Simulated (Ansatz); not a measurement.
## O on Ir(111): change of the work function

Wanted: Δφ(θ) for O/Ir(111), starting from the hcp site.

Method: plane-wave DFT, PBE, Ansatz PAW, in Ansatz 0.2.0.

Report form: the programs' logs are mostly left out.

## Step 1: The structure

The cell holds 4 atoms: 4 Ir. Its edges and angles: a = 2.715 Å, b = 2.715 Å, c = 24.651 Å, α = 90.0°, β = 90.0°, γ = 60.0°. Vacuum lies along c.

## Step 2: The clean slab

The bare slab comes first, as the zero from which every change is counted. The two lowest layers are held at bulk places and the upper ones relax. The dipole correction removes the false field that a one-sided slab makes across the periodic vacuum, so each face gets a flat vacuum level of its own.

Contents of input.yaml:

```yaml
crystal:
  lattice:
    - [2.7152900398, 0.0, 0.0]
    - [1.3576450199, 2.3515101531, 0.0]
    - [0.0, 0.0, 24.6510751011]
  atoms:
    - { symbol: Ir, position: [0.0, 0.0, 0.3650956383] }
    - { symbol: Ir, position: [0.3333333333, 0.3333333333, 0.4550318794] }
    - { symbol: Ir, position: [0.6666666667, 0.6666666667, 0.5449681206] }
    - { symbol: Ir, position: [0.0, 0.0, 0.6349043617] }
kpoints:
  mp_grid: { grid: [13, 13, 1] }
hamiltonian:
  xc: pbe
scf:
  occupations: { method: fermi_dirac, width: 0.1 }
  convergence: { dr2_threshold: 1.0e-08 }
efield:
  axis: 3
  dipole_correction: true
  ramp_position: 0.97
  ramp_width: 0.06
relax:
  f_tol: 0.02
  max_steps: 60
  constraints: [{ sites: [0, 1] }]
output:
  write_potential: true
  write_density: true
  volumetric_format: npy
```

Command:

```
$ ansatz run input.yaml --threads 4 --pin off --max-ram 12288MiB --backend cpu --events-out ev --progress --plain --runs-dir out
```

Elapsed: 11 s, on 4 threads of Arm Neoverse V1, shared host; peak memory 0.47 GiB; 41 s of CPU time.

The steps of the relaxation:

```tsv
step	energy less that of the first step (eV)	largest force component (eV/Å)
1	0.0000	0.1219
2	0.0010	0.1867
3	-0.0008	0.0022
```

Relaxation step 2 was tried and not accepted.

The run keeps the 6 symmetry operations that it works with, so distortions that break them were not tested.

The atoms that moved most (Å):

```tsv
atom	dx	dy	dz	length
Ir4	0.000	0.000	-0.014	0.014
```

Final coordinates:

```cif
data_structure
_symmetry_space_group_name_H-M 'P 1'
_symmetry_Int_Tables_number 1
_cell_length_a 2.7153
_cell_length_b 2.7153
_cell_length_c 24.6511
_cell_angle_alpha 90.000
_cell_angle_beta 90.000
_cell_angle_gamma 60.000
_cell_volume 157.40
loop_
_atom_site_label
_atom_site_type_symbol
_atom_site_fract_x
_atom_site_fract_y
_atom_site_fract_z
_atom_site_occupancy
Ir1 Ir 0.00000 0.00000 0.36510 1
Ir2 Ir 0.33333 0.33333 0.45503 1
Ir3 Ir 0.66667 0.66667 0.54487 1
Ir4 Ir 0.00000 0.00000 0.63433 1
```

This step gave:

| Item | Value |
| --- | --- |
| energy at zero smearing | -47739.4350 eV |
| work function, upper face | 5.495 eV |
| dipole along the normal | 2.34e-4 e·Å |

Running mean over 2.217 Å of the planar mean; the ramp of the sawtooth is left out. The electron's electrostatic potential energy less the Fermi level by z:

z (Å), electron's electrostatic potential energy less the Fermi level (eV) and a bar from the least value:
```
      3.5        5.5 ##############################
      4.0        5.5 ##############################
      4.5        5.5 ##############################
      5.0        5.5 ##############################
      5.5        5.5 ##############################
      6.0        5.4 ##############################
      6.5        5.2 ##############################
      7.0        4.3 ############################
      7.5        0.8 #######################
      8.0       -5.5 #############
      8.5      -10.8 ####
      9.0      -12.7 #
      9.5      -13.1 #
     10.0      -13.3 #
     10.5      -13.4 
     11.0      -13.5 
     11.5      -13.6 
     12.0      -13.6 
     12.5      -13.6 
     13.0      -13.6 
     13.5      -13.6 
     14.0      -13.6 
     14.5      -13.5 
     15.0      -13.3 #
     15.5      -12.9 #
     16.0      -11.7 ###
     16.5       -7.2 ##########
     17.0       -0.8 ####################
     17.5        3.7 ###########################
     18.0        5.0 #############################
     18.5        5.4 ##############################
     19.0        5.5 ##############################
     19.5        5.5 ##############################
     20.0        5.5 ##############################
     20.5        5.5 ##############################
     21.0        5.5 ##############################
     21.5        5.5 ##############################
```

The relaxation took 3 steps and lowered the energy by 7.6e-4 eV; the largest force on the free atoms ends at 0.0022 eV/Å.

The work function of the upper face is 5.50 eV.

## Step 3: The covered slab, k-mesh 5×5×1, coverage 0.111 ML

System of this step: Ir36O (O/Ir(111)). The cell holds 37 atoms: 36 Ir and 1 O. Its edges and angles: a = 8.146 Å, b = 8.146 Å, c = 25.989 Å, α = 90.0°, β = 90.0°, γ = 60.0°. Vacuum lies along c.

The clean slab as it ended is repeated in the plane and the adsorbate is set on one face; the cell's size fixes the coverage, and the k-mesh shrinks with it to keep the sampling density about even. Adsorbate and upper layers relax, since the dipole depends on the height.

Contents of input.yaml:

```yaml
crystal:
  lattice:
    - [8.1458701194, 0.0, 0.0]
    - [4.0729350597, 7.0545304593, 0.0]
    - [0.0, 0.0, 25.988603367]
  atoms:
    - { symbol: Ir, position: [0.0, 0.0, 0.346305643] }
    - { symbol: Ir, position: [0.1111111111, 0.1111111111, 0.4316132297] }
    - { symbol: Ir, position: [0.2222222222, 0.2222222222, 0.5168261834] }
    - { symbol: Ir, position: [0.0, 0.0, 0.6016801495] }
    - { symbol: Ir, position: [0.0, 0.3333333333, 0.346305643] }
    - { symbol: Ir, position: [0.1111111111, 0.4444444444, 0.4316132297] }
    - { symbol: Ir, position: [0.2222222222, 0.5555555556, 0.5168261834] }
    - { symbol: Ir, position: [0.0, 0.3333333333, 0.6016801495] }
[... 25 atom lines left out ...]
    - { symbol: Ir, position: [0.7777777778, 0.7777777778, 0.4316132297] }
    - { symbol: Ir, position: [0.8888888889, 0.8888888889, 0.5168261834] }
    - { symbol: Ir, position: [0.6666666667, 0.6666666667, 0.6016801495] }
    - { symbol: O, position: [0.2222222222, 0.2222222222, 0.653694357] }
kpoints:
  mp_grid: { grid: [5, 5, 1] }
hamiltonian:
  xc: pbe
scf:
  occupations: { method: fermi_dirac, width: 0.1 }
  convergence: { dr2_threshold: 1.0e-08 }
efield:
  axis: 3
  dipole_correction: true
  ramp_position: 0.97
  ramp_width: 0.06
relax:
  f_tol: 0.02
  max_steps: 60
  constraints:
    - { sites: [0, 1, 4, 5, 8, 9, 12, 13, 16, 17, 20, 21, 24, 25, 28, 29, 32, 33] }
output:
  bader: true
  write_potential: true
  write_density: true
  volumetric_format: npy
```

Wall time 13 min (4 threads); peak memory 9.9 GiB; 52 min of CPU time.

This run has no spin polarisation, although Ir can carry a moment.

Step by step:

```tsv
step	energy less that of the first step (eV)	largest force component (eV/Å)
1	0.0000	1.1812
2	-0.0941	0.5884
3	-0.1608	0.2071
4	-0.1639	0.0985
5	-0.1648	0.0057
```

Forces are held to the 6 operations that the run works with; a distortion that breaks them can't arise in this run.

The atoms that moved most (Å):

```tsv
atom	dx	dy	dz	length
Ir8	-0.035	0.020	0.072	0.083
Ir16	0.000	-0.040	0.072	0.083
Ir20	0.035	0.020	0.072	0.083
Ir3	0.000	0.000	-0.036	0.036
Ir28	0.029	-0.017	-0.011	0.035
Ir12	0.000	0.034	-0.011	0.035
Ir4	-0.029	-0.017	-0.011	0.035
Ir35	0.000	0.000	-0.021	0.021
```

The relaxed structure:

```cif
data_structure
_symmetry_space_group_name_H-M 'P 1'
_symmetry_Int_Tables_number 1
_cell_length_a 8.1459
_cell_length_b 8.1459
_cell_length_c 25.9886
_cell_angle_alpha 90.000
_cell_angle_beta 90.000
_cell_angle_gamma 60.000
_cell_volume 1493.44
loop_
_atom_site_label
_atom_site_type_symbol
_atom_site_fract_x
_atom_site_fract_y
_atom_site_fract_z
_atom_site_occupancy
Ir1 Ir 0.00000 0.00000 0.34631 1
Ir2 Ir 0.11111 0.11111 0.43161 1
Ir3 Ir 0.22222 0.22222 0.51546 1
Ir4 Ir 0.99763 0.99763 0.60125 1
Ir5 Ir 0.00000 0.33333 0.34631 1
Ir6 Ir 0.11111 0.44444 0.43161 1
Ir7 Ir 0.22286 0.55415 0.51712 1
Ir8 Ir 0.99428 0.33619 0.60446 1
Ir9 Ir 0.00000 0.66667 0.34631 1
Ir10 Ir 0.11111 0.77778 0.43161 1
Ir11 Ir 0.22286 0.88965 0.51712 1
Ir12 Ir 0.99763 0.67142 0.60125 1
Ir13 Ir 0.33333 0.00000 0.34631 1
Ir14 Ir 0.44444 0.11111 0.43161 1
Ir15 Ir 0.55415 0.22286 0.51712 1
Ir16 Ir 0.33619 0.99428 0.60446 1
Ir17 Ir 0.33333 0.33333 0.34631 1
Ir18 Ir 0.44444 0.44444 0.43161 1
Ir19 Ir 0.55556 0.55556 0.51622 1
Ir20 Ir 0.33619 0.33619 0.60446 1
Ir21 Ir 0.33333 0.66667 0.34631 1
Ir22 Ir 0.44444 0.77778 0.43161 1
Ir23 Ir 0.55415 0.88965 0.51712 1
Ir24 Ir 0.33353 0.66657 0.60141 1
Ir25 Ir 0.66667 0.00000 0.34631 1
Ir26 Ir 0.77778 0.11111 0.43161 1
Ir27 Ir 0.88965 0.22286 0.51712 1
Ir28 Ir 0.67142 0.99763 0.60125 1
Ir29 Ir 0.66667 0.33333 0.34631 1
Ir30 Ir 0.77778 0.44444 0.43161 1
Ir31 Ir 0.88965 0.55415 0.51712 1
Ir32 Ir 0.66657 0.33353 0.60141 1
Ir33 Ir 0.66667 0.66667 0.34631 1
Ir34 Ir 0.77778 0.77778 0.43161 1
Ir35 Ir 0.88889 0.88889 0.51603 1
Ir36 Ir 0.66657 0.66657 0.60141 1
O37 O 0.22222 0.22222 0.65346 1
```

Numbers from this step:

* energy at zero smearing: -430221.5321 eV
* work function, upper face: 5.581 eV
* work function, lower face: 5.498 eV
* dipole along the normal: -0.02631 e·Å
* step between the vacuum levels: 0.08287 eV

Running mean over 2.217 Å of the planar mean; the ramp of the sawtooth is left out. The electron's electrostatic potential energy less the Fermi level by z:

z (Å), electron's electrostatic potential energy less the Fermi level (eV) and a bar from the least value:
```
        4        5.5 ##############################
        5        5.5 ##############################
        6        5.4 ##############################
        7        4.3 ############################
        8       -5.5 #############
        9      -12.7 #
       10      -13.3 #
       11      -13.5 
       12      -13.6 
       13      -13.6 
       14      -13.4 
       15      -13.2 #
       16      -12.2 ##
       17       -1.6 ###################
       18        4.8 #############################
       19        5.5 ##############################
       20        5.6 ##############################
       21        5.6 ##############################
       22        5.6 ##############################
```

The relaxation took 5 steps and lowered the energy by 0.16 eV; the largest force on the free atoms ends at 0.0057 eV/Å.

The covered face has 5.58 eV, +0.09 eV against the clean one; the bare back face has moved by -0.00 eV, a measure of how thin the slab is.

## Step 4: The covered slab, k-mesh 7×7×1, coverage 0.25 ML

System of this step: Ir16O (O/Ir(111)). The cell holds 17 atoms: 16 Ir and 1 O. Cell: a = 5.431 Å, b = 5.431 Å, c = 25.989 Å, α = 90.0°, β = 90.0°, γ = 60.0°. Vacuum lies along c.

Another coverage, to see how the dipoles act on each other as their distance changes.

Contents of input.yaml:

```yaml
crystal:
  lattice:
    - [5.4305800796, 0.0, 0.0]
    - [2.7152900398, 4.7030203062, 0.0]
    - [0.0, 0.0, 25.988603367]
  atoms:
    - { symbol: Ir, position: [0.0, 0.0, 0.346305643] }
    - { symbol: Ir, position: [0.1666666667, 0.1666666667, 0.4316132297] }
    - { symbol: Ir, position: [0.3333333333, 0.3333333333, 0.5168261834] }
    - { symbol: Ir, position: [0.0, 0.0, 0.6016801495] }
    - { symbol: Ir, position: [0.0, 0.5, 0.346305643] }
    - { symbol: Ir, position: [0.1666666667, 0.6666666667, 0.4316132297] }
    - { symbol: Ir, position: [0.3333333333, 0.8333333333, 0.5168261834] }
    - { symbol: Ir, position: [0.0, 0.5, 0.6016801495] }
    - { symbol: Ir, position: [0.5, 0.0, 0.346305643] }
    - { symbol: Ir, position: [0.6666666667, 0.1666666667, 0.4316132297] }
    - { symbol: Ir, position: [0.8333333333, 0.3333333333, 0.5168261834] }
    - { symbol: Ir, position: [0.5, 0.0, 0.6016801495] }
    - { symbol: Ir, position: [0.5, 0.5, 0.346305643] }
    - { symbol: Ir, position: [0.6666666667, 0.6666666667, 0.4316132297] }
    - { symbol: Ir, position: [0.8333333333, 0.8333333333, 0.5168261834] }
    - { symbol: Ir, position: [0.5, 0.5, 0.6016801495] }
    - { symbol: O, position: [0.3333333333, 0.3333333333, 0.653694357] }
kpoints:
  mp_grid: { grid: [7, 7, 1] }
hamiltonian:
  xc: pbe
scf:
  occupations: { method: fermi_dirac, width: 0.1 }
  convergence: { dr2_threshold: 1.0e-08 }
efield:
  axis: 3
  dipole_correction: true
  ramp_position: 0.97
  ramp_width: 0.06
relax:
  f_tol: 0.02
  max_steps: 60
  constraints: [{ sites: [0, 1, 4, 5, 8, 9, 12, 13] }]
output:
  bader: true
  dos: { projected: true, e_range: [-8, 4] }
  write_potential: true
  write_density: true
  volumetric_format: npy
  elf: true
```

The job ended after 3.8 min (4 threads; peak memory 2.7 GiB).

Step by step:

```tsv
step	energy less that of the first step (eV)	largest force component (eV/Å)
1	0.0000	1.0903
2	-0.0654	0.5585
3	-0.1079	0.2308
4	-0.1198	0.0671
5	-0.1206	0.0246
6	-0.1206	0.0071
```

The run keeps the 6 symmetry operations that it works with, so distortions that break them were not tested.

The atoms that moved most (Å):

```tsv
atom	dx	dy	dz	length
Ir8	-0.043	0.025	0.070	0.086
Ir16	0.043	0.025	0.070	0.086
Ir12	0.000	-0.049	0.070	0.086
O17	0.000	0.000	-0.034	0.034
Ir3	0.000	0.000	-0.032	0.032
Ir4	0.000	0.000	-0.027	0.027
```

The relaxed structure:

```
Ir O
1.0
     5.43058    0.00000    0.00000
     2.71529    4.70302    0.00000
     0.00000    0.00000   25.98860
Ir O
16 1
Cartesian
  0.0000 0.0000 9.0000
  1.3576 0.7838 11.2170
  2.7153 1.5677 13.3997
  0.0000 0.0000 15.6098
  1.3576 2.3515 9.0000
  2.7153 3.1353 11.2170
  4.0751 3.9179 13.4296
  1.3150 2.3761 15.7069
  2.7153 0.0000 9.0000
  4.0729 0.7838 11.2170
  5.4306 1.5702 13.4296
  2.7153 -0.0493 15.7069
  4.0729 2.3515 9.0000
  5.4306 3.1353 11.2170
  6.7861 3.9179 13.4296
  4.1156 2.3761 15.7069
  2.7153 1.5677 16.9548
```

Numbers from this step:

```
energy at zero smearing        : -191524.1313 eV
work function, upper face      : 5.601 eV
work function, lower face      : 5.499 eV
dipole along the normal        : -0.01436 e·Å
step between the vacuum levels : 0.1018 eV
```

The density of states has structure finer than the step of the table below, so its rows give means over 0.5 eV, whole bins alone (the curve runs from -8 to 1.98 eV). Peaks (eV: height): -5.23: 36.7, -4.09: 37.1, -3.40: 40.1, -3.13: 40.2, -2.92: 36.9, -2.20: 38.5, -2.05: 37.8.

The density of states by energy, zero at the Fermi level; means over each step:

```tsv
energy (eV)	density of states (states/eV a cell)
-7.5	11.2
-7.0	16.6
-6.5	19.5
-6.0	17.0
-5.5	15.2
-5.0	18.4
-4.5	16.2
-4.0	21.0
-3.5	27.3
-3.0	23.9
-2.5	16.5
-2.0	21.3
-1.5	15.7
-1.0	20.4
-0.5	18.2
0.0	19.8
0.5	21.3
1.0	19.6
1.5	8.89
```

Projected DOS per atom over height of the atomic layer and energy from the Fermi level. Layers: Ir4 Ir4 Ir4 Ir4 O from below.

Ten even steps from '_' (0.17 states/eV) to '@' (2.04 states/eV), each cell a mean:
```
..____..__
::::::==::
++##**++..
**++++==__
**====++__
**--==**__
##====**__
++----==__
##==++##__
==::::==__
@@====**..
%%####**__
########__
==****++..
::==++--..
==++++++--
------==--
--++==::::
--##++::**
..**++==@@
__----..::
__......::
```
Columns: height of the atomic layer (Å) from 9 to 17.0 (not evenly spaced); rows upwards: energy from the Fermi level (eV) from -7.96 to 1.95.

ELF in the ca plane at fractional y = 0.333, with atoms of Ir and O within 0.2 Å of it. It is the smooth field of the valence electrons, not physical close to the nuclei.

Ten even steps from '0' (0.00) to '9' (0.84), each cell a mean:
```
33332223333346764333333321000000000000000000
44332223333357676333333321000000000000000000
44432123333357576333333321000000000000000000
33332223333346775333333321000000000000000000
34433333443333433333444321000000000000000000
35543434553333333334553211000000000000000000
34443333443333333333432344310000000000000000
33332223333346764333224899741000000000000000
44332223333357676332227779973000000000000000
44432123333357576332227769973000000000000000
33332223333346774333225899851000000000000000
34433333443333433333332455310000000000000000
35543434553333333334553211000000000000000000
34443333443333333333444321000000000000000000
```
Columns run along c (16.0 Å, from fractional 0.32 to 0.94 of the cell), rows up along a (5.4 Å). Atoms in or near the plane, at fractional coordinates: Ir at (0.52, 0.33), Ir at (0.52, 0.83), O at (0.65, 0.33).

Valence density in the ca plane at fractional y = 0.333, with atoms of Ir and O within 0.2 Å of it. It is the smooth field of the valence electrons, not physical close to the nuclei.

Ten steps, logarithmic in the rise over the least value, from '0' (0.0 e/Å³) to '9' (8.8 e/Å³), each cell a mean:
```
34443334443357886434443210000000000000000000
23332223333469997433333210000000000000000000
23332223333479997433332210000000000000000000
33433234443357886433443210000000000000000000
35554345654335554334554310000000000000000000
46664346664333333335665321000000000000000000
45654345654334543334554332100000000000000000
34443334443357875333444665310000000000000000
23332223333479997433335897410000000000000000
23332223333479997432336898410000000000000000
33433234443458886333344675310000000000000000
35554345654345554334554432100000000000000000
46664346664333333335664321000000000000000000
45654345654334543335664310000000000000000000
```
Columns run along c (16.0 Å, from fractional 0.32 to 0.94 of the cell), rows up along a (5.4 Å). Atoms in or near the plane, at fractional coordinates: Ir at (0.52, 0.33), Ir at (0.52, 0.83), O at (0.65, 0.33).

Electrostatic potential energy in the ca plane at fractional y = 0.333, with atoms of Ir and O within 0.2 Å of it. With pseudopotentials it is smooth inside the atoms' cores, unlike the true potential.

Ten even steps from '0' (-46 eV) to '9' (11 eV), each cell a mean:
```
87778988778862015888778999999999999999999999
99899998888830001788889999999999999999999999
99899999888730001689889999999999999999999999
98788988788851004888778999999999999999999999
86568886457886567887557899999999999999999999
74347874347888888986336899999999999999999999
75457875457887678887557899999999999999999999
87778988778862015888777657999999999999999999
99899998888730002788886103899999999999999999
99899999888720001789886103899999999999999999
98788988788851004888887547999999999999999999
86568886457886568887557899999999999999999999
74347874347888888986336899999999999999999999
75457875457887678886447899999999999999999999
```
Columns run along c (16.0 Å, from fractional 0.32 to 0.94 of the cell; values clipped at the 3rd and 97th percentile), rows up along a (5.4 Å). Atoms in or near the plane, at fractional coordinates: Ir at (0.52, 0.33), Ir at (0.52, 0.83), O at (0.65, 0.33).

The relaxation took 6 steps and lowered the energy by 0.12 eV; the largest force on the free atoms ends at 0.0071 eV/Å.

By hand: a sheet of dipoles makes a step −p/(ε₀A) in the electron's potential. With e/ε₀ = 180.95 V·Å, p = -0.01436 e·Å and A = 25.54 Å², that is −180.95 × (-0.01436) / 25.54 = +0.102 eV, and the two vacuum levels of the run differ by +0.102 eV.

The covered face has 5.60 eV, +0.11 eV against the clean one; the bare back face has moved by -0.00 eV, a measure of how thin the slab is.

## Step 5: The covered slab, k-mesh 7×7×1, coverage 0.5 ML

System of this step: Ir8O (O/Ir(111)). The cell holds 18 atoms: 16 Ir and 2 O. Cell: a = 5.431 Å, b = 5.431 Å, c = 25.989 Å, α = 90.0°, β = 90.0°, γ = 60.0°. Vacuum lies along c.

input.yaml: that of step 4 with these lines changed.

```diff
@@ -23,2 +23,3 @@
     - { symbol: O, position: [0.3333333333, 0.3333333333, 0.653694357] }
+    - { symbol: O, position: [0.8333333333, 0.3333333333, 0.653694357] }
 kpoints:
@@ -45,2 +46 @@
   volumetric_format: npy
-  elf: true
```

Run time: 7.4 min. Hardware: 4 threads; peak memory 3.3 GiB; 29 min of CPU time.

Relaxation path:

```tsv
step	energy less that of the first step (eV)	largest force component (eV/Å)
1	0.0000	1.2657
2	-0.2202	0.6872
3	-0.3137	0.1794
4	-0.3195	0.0412
5	-0.3202	0.0284
6	-0.3204	0.0073
```

The run keeps the 4 symmetry operations that it works with, so distortions that break them were not tested.

The atoms that moved most (Å):

```tsv
atom	dx	dy	dz	length
Ir8	0.000	0.119	0.139	0.183
Ir16	0.000	0.119	0.139	0.183
O18	0.000	-0.049	0.008	0.050
O17	0.000	-0.049	0.008	0.050
Ir11	0.000	-0.006	-0.047	0.048
Ir3	0.000	-0.006	-0.047	0.048
Ir4	0.000	0.016	0.041	0.044
Ir12	0.000	0.016	0.041	0.044
```

Final coordinates:

```xyz
18
Lattice="5.4306 0.0000 0.0000 2.7153 4.7030 0.0000 0.0000 0.0000 25.9886" Properties=species:S:1:pos:R:3
Ir    0.0000    0.0000    9.0000
Ir    1.3576    0.7838   11.2170
Ir    2.7153    1.5617   13.3844
Ir    0.0000    0.0160   15.6773
Ir    1.3576    2.3515    9.0000
Ir    2.7153    3.1353   11.2170
Ir    4.0729    3.9015   13.4620
Ir    1.3576    2.4704   15.7759
Ir    2.7153    0.0000    9.0000
Ir    4.0729    0.7838   11.2170
Ir    5.4306    1.5617   13.3844
Ir    2.7153    0.0160   15.6773
Ir    4.0729    2.3515    9.0000
Ir    5.4306    3.1353   11.2170
Ir    6.7882    3.9015   13.4620
Ir    4.0729    2.4704   15.7759
O     2.7153    1.5187   16.9962
O     5.4306    1.5187   16.9962
```

The relaxation took 6 steps and lowered the energy by 0.32 eV; the largest force on the free atoms ends at 0.0073 eV/Å.

The covered face has 5.81 eV, +0.31 eV against the clean one; the bare back face has moved by -0.00 eV, a measure of how thin the slab is.

[end of part 1 of 2]

[Logs are printed without paths, hosts, clocks, repeated set-up lines and the standing remarks that a program may print on its own settings, such as how far it seeks lower states.]

[Hosts, paths, dates, database ids (printed as entryN), source tags and the programs' standing remarks are cut or masked in the printed files.]

[Maps of the electrostatic potential energy from Ansatz leave out the sawtooth potential of an applied field or a dipole correction, so their vacuum need not be flat; planar profiles and work functions include it.]

[The density of states shown here was stored with 400 of the rows of the run's finer table, so its peaks can read low, often by over a quarter, or be missed, and its means over a window can be off by a tenth or more.]
